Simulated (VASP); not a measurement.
## VASP 6.6.1, PBE single-point calculation, ZnSe (zincblende)

INCAR

```
GGA = PE
IBRION = -1
NSW = 0
LREAL = .FALSE.
ISIF = 2
EDIFF = 1E-7
NBANDS = 16
SIGMA = 0.02
ENCUT = 520
LWAVE = .FALSE.
LCHARG = .FALSE.
NELM = 120
ISMEAR = -1
PREC = Accurate
LASPH = .TRUE.
```

KPOINTS

```
KPOINTS created by Atomic Simulation Environment
0
Gamma
8 8 8
0 0 0
```

KPOINTS_OPT

```
special points
6
Reciprocal
0.0000000000 0.0000000000 0.0000000000 1
0.5000000000 0.0000000000 0.5000000000 1
0.5000000000 0.2500000000 0.7500000000 1
0.3750000000 0.3750000000 0.7500000000 1
0.5000000000 0.5000000000 0.5000000000 1
0.6250000000 0.2500000000 0.6250000000 1
```

POSCAR

```
Zn Se
 1.0000000000000000
     0.0000000000000000    2.8324206797113822    2.8324206797113822
     2.8324206797113822    0.0000000000000000    2.8324206797113822
     2.8324206797113822    2.8324206797113822    0.0000000000000000
 Zn  Se
   1   1
Cartesian
  0.0000000000000000 -0.0000000000000000  0.0000000000000000
  1.4162103398556911  1.4162103398556911  1.4162103398556911
```

VASP ran with the recommended PBE PAW datasets (18 valence electrons in the cell).

Command

```
mpirun -np 1 vasp_std
```

From OUTCAR

```
k-points           NKPTS =     29   k-points in BZ     NKDIM =     29   number of bands    NBANDS=     16

   NELECT =      18.0000    total number of electrons

   dimension x,y,z NGX =    30 NGY =   30 NGZ =   30
   dimension x,y,z NGXF=    60 NGYF=   60 NGZF=   60

  energy-cutoff  :      520.00
  volume of cell :       45.45
      direct lattice vectors                 reciprocal lattice vectors
     0.000000000  2.832420680  2.832420680    -0.176527450  0.176527450  0.176527450
     2.832420680  0.000000000  2.832420680     0.176527450 -0.176527450  0.176527450
     2.832420680  2.832420680  0.000000000     0.176527450  0.176527450 -0.176527450

 k-points in reciprocal lattice and weights: KPOINTS created by Atomic Simulation Env
   0.00000000  0.00000000  0.00000000       0.002
   0.12500000  0.00000000  0.00000000       0.016
   0.25000000  0.00000000  0.00000000       0.016
   0.37500000  0.00000000  0.00000000       0.016
   0.50000000  0.00000000  0.00000000       0.008
   0.12500000  0.12500000  0.00000000       0.012
   0.25000000  0.12500000  0.00000000       0.047
   0.37500000  0.12500000  0.00000000       0.047
   ...

 E-fermi :   2.0354

 k-point     1 :       0.0000    0.0000    0.0000
  band No.  band energies     occupation
      1     -11.6428      2.00000
      2      -4.9255      2.00000
      3      -4.9255      2.00000
      4      -4.9255      2.00000
      5      -4.5544      2.00000
      6      -4.5544      2.00000
      7       1.6258      2.00000
      8       1.6258      2.00000
      9       1.6258      2.00000
     10       2.9220      0.00000
     11       7.4258      0.00000
     12       7.4258      0.00000
     13       7.4258      0.00000
     14      11.5589      0.00000
     15      13.0891      0.00000
     16      13.0891      0.00000

 k-point     2 :       0.1250    0.0000    0.0000
  band No.  band energies     occupation
      1     -11.5418      2.00000
      2      -4.9186      2.00000
      3      -4.9096      2.00000
      4      -4.9096      2.00000
      5      -4.5558      2.00000
      6      -4.5558      2.00000
      7       0.3069      2.00000
      8       1.4733      2.00000
      9       1.4733      2.00000
     10       3.9074      0.00000
     11       7.3713      0.00000
     12       7.6802      0.00000
     13       7.6802      0.00000
     14      12.3057      0.00000
     15      12.3057      0.00000
     16      12.4242      0.00000

 k-point     3 :       0.2500    0.0000    0.0000
  band No.  band energies     occupation
      1     -11.2796      2.00000
      2      -4.8746      2.00000
      3      -4.8746      2.00000
      4      -4.8634      2.00000
      5      -4.5543      2.00000
      6      -4.5543      2.00000
      7      -1.4249      2.00000
      8       1.1476      2.00000
      9       1.1476      2.00000
     10       4.3773      0.00000
     11       8.0590      0.00000
     12       8.0590      0.00000
     13       8.1987      0.00000
     14      12.0693      0.00000
     15      12.0693      0.00000
     16      12.3490      0.00000

 k-point     4 :       0.3750    0.0000    0.0000
  band No.  band energies     occupation
      1     -10.9851      2.00000
      2      -4.8466      2.00000
      3      -4.8466      2.00000
      4      -4.6685      2.00000
      5      -4.5436      2.00000
      6      -4.5436      2.00000
      7      -2.8697      2.00000
      8       0.8641      2.00000
      9       0.8641      2.00000
     10       4.2554      0.00000
     11       8.0740      0.00000
     12       8.0740      0.00000
     13       9.6623      0.00000
     14      12.0738      0.00000
     15      13.1850      0.00000
     16      13.1850      0.00000

 k-point     5 :       0.5000    0.0000    0.0000
  band No.  band energies     occupation
      1     -10.8511      2.00000
      2      -4.8376      2.00000
      3      -4.8376      2.00000
      4      -4.5359      2.00000
      5      -4.5359      2.00000
      6      -4.3952      2.00000
      7      -3.6117      2.00000
      8       0.7556      2.00000
      9       0.7556      2.00000
     10       4.1709      0.00000
     11       8.0057      0.00000
     12       8.0057      0.00000
     13      10.2093      0.00000
     14      12.6053      0.00000
     15      14.7384      0.00000
     16      14.7384      0.00000

 k-point     6 :       0.1250    0.1250    0.0000
  band No.  band energies     occupation
      1     -11.5081      2.00000
      2      -4.9338      2.00000
      3      -4.8955      2.00000
      4      -4.8955      2.00000
      5      -4.5658      2.00000
      6      -4.5473      2.00000
      7       0.3061      2.00000
      8       1.2000      2.00000
      9       1.2000      2.00000
     10       4.3527      0.00000
     11       6.6820      0.00000
     12       8.0943      0.00000
     13       8.0943      0.00000
     14      11.0767      0.00000
     15      12.8713      0.00000
     16      13.3096      0.00000

 k-point     7 :       0.2500    0.1250    0.0000
  band No.  band energies     occupation
      1     -11.2989      2.00000
      2      -4.9166      2.00000
      3      -4.8584      2.00000
      4      -4.8547      2.00000
      5      -4.5711      2.00000
      6      -4.5409      2.00000
      7      -0.9854      2.00000
      8       0.8187      2.00000
      9       0.8665      2.00000
     10       5.0584      0.00000
     11       6.6271      0.00000
     12       8.5299      0.00000
     13       8.6763      0.00000
     14      10.7435      0.00000
     15      13.1683      0.00000
     16      13.7419      0.00000

 k-point     8 :       0.3750    0.1250    0.0000
  band No.  band energies     occupation
      1     -11.0108      2.00000
      2      -4.8603      2.00000
      3      -4.8256      2.00000
      4      -4.7485      2.00000
      5      -4.5514      2.00000
      6      -4.5336      2.00000
      7      -2.4022      2.00000
      8       0.4271      2.00000
      9       0.5550      2.00000
     10       5.0580      0.00000
     11       7.3722      0.00000
     12       8.7803      0.00000
     13       8.8059      0.00000
     14      11.9438      0.00000
     15      13.3910      0.00000
     16      13.9257      0.00000

 k-point     9 :       0.5000    0.1250    0.0000
  band No.  band energies     occupation
      1     -10.8160      2.00000
      2      -4.8365      2.00000
      3      -4.8142      2.00000
      4      -4.5791      2.00000
      5      -4.5339      2.00000
      6      -4.4139      2.00000
      7      -3.3887      2.00000
      8       0.0712      2.00000
      9       0.5238      2.00000
     10       4.9587      0.00000
     11       7.5055      0.00000
     12       8.5514      0.00000
     13      10.0551      0.00000
     14      12.6088      0.00000
     15      14.0697      0.00000
     16      14.7541      0.00000

 k-point    10 :      -0.3750    0.1250    0.0000
  band No.  band energies     occupation
      1     -10.8609      2.00000
      2      -4.8335      2.00000
      3      -4.8237      2.00000
      4      -4.5910      2.00000
      5      -4.5502      2.00000
      6      -4.4887      2.00000
      7      -3.1388      2.00000
      8      -0.0471      2.00000
      9       0.7344      2.00000
     10       4.9999      0.00000
     11       7.6805      0.00000
     12       8.3820      0.00000
     13       9.8401      0.00000
     14      12.7551      0.00000
     15      12.9280      0.00000
     16      14.6590      0.00000

 k-point    11 :      -0.2500    0.1250    0.0000
  band No.  band energies     occupation
      1     -11.1093      2.00000
      2      -4.8530      2.00000
      3      -4.8494      2.00000
      4      -4.8044      2.00000
      5      -4.5660      2.00000
      6      -4.5343      2.00000
      7      -1.9611      2.00000
      8       0.1512      2.00000
      9       1.0969      2.00000
     10       5.0990      0.00000
     11       7.8215      0.00000
     12       8.2238      0.00000
     13       8.5017      0.00000
     14      11.3745      0.00000
     15      12.9803      0.00000
     16      14.0413      0.00000

 k-point    12 :      -0.1250    0.1250    0.0000
  band No.  band energies     occupation
      1     -11.3865      2.00000
      2      -4.9047      2.00000
      3      -4.8905      2.00000
      4      -4.8753      2.00000
      5      -4.5656      2.00000
      6      -4.5470      2.00000
      7      -0.6132      2.00000
      8       0.7351      2.00000
      9       1.4220      2.00000
     10       4.7108      0.00000
     11       7.1900      0.00000
     12       7.8375      0.00000
     13       8.3592      0.00000
     14      11.3248      0.00000
     15      12.3095      0.00000
     16      13.5574      0.00000

 ...

  Total        0.6917477      0.6917477      0.6917477      0.0000000     -0.0000000      0.0000000
  in kB       24.3868117     24.3868117     24.3868117      0.0000000     -0.0000000      0.0000000
  external PRESSURE =      24.3868117 kB  Pullay stress =       0.0000000 kB

 POSITION                                       TOTAL-FORCE (eV/Angst)
 -----------------------------------------------------------------------------------
      0.00000      0.00000      0.00000        -0.000000     -0.000000     -0.000000
      1.41621      1.41621      1.41621         0.000000      0.000000      0.000000
 -----------------------------------------------------------------------------------
    total drift:                               -0.000001     -0.000001     -0.000001

  FREE ENERGIE OF THE ION-ELECTRON SYSTEM (eV)
  ---------------------------------------------------
  free  energy   TOTEN  =        -6.0191255723 eV

  energy  without entropy=       -6.0191255723  energy(sigma->0) =       -6.01912557
```

- gap between bands v and c: 1.30 eV
- least direct gap: 1.30 eV
- pressure: 2.4 GPa

Band v is the last that the valence electrons fill when counted band by band, and c is the next.

The run took about 32 s on one core of a shared host (Intel Xeon Platinum 8488C) and held 0.19 GiB at most.
